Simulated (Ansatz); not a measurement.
# TiO$_{2}$: the gap under strain

TiO$_{2}$, I4_1/amd, a = 3.818 Å, c = 9.775 Å. The compound has several low-lying forms, and this is one of them. Ansatz: PBE+U, PAW, 420 eV, Γ-centred 6×6×4 mesh on 12 atoms, Gaussian smearing 0.02 eV; U_eff Ti 4.00 eV; no spin polarisation. Series: strain along c alone, the other axes held, atoms relaxed; x is the strain in per cent. The gap is sought over the whole zone.

```
x (%) gap y (eV)
 -4.5           ?
 -3.0       2.562
 -1.5       2.594
  0.0       2.620
  1.5       2.643
  3.0       2.657
  4.5       2.664
```

Q: Fit y = E0 + c1 x + c2 x² to the other rows, give the deformation potential for this strain, and predict the missing gap.

A: Least squares on the rows shown. y = 2.6213 + 0.015812 x − 0.0013730 x². The deformation potential is 100 c1 = 1.58 eV per unit strain. At x = -4.5 the fit asked for gives 2.522 eV. The run gave 2.524 eV, so the fit is 0.002 eV too low, a small miss on the scale of the series.

Semilocal functionals give gaps under the measured ones; changes of the gap mostly carry over better.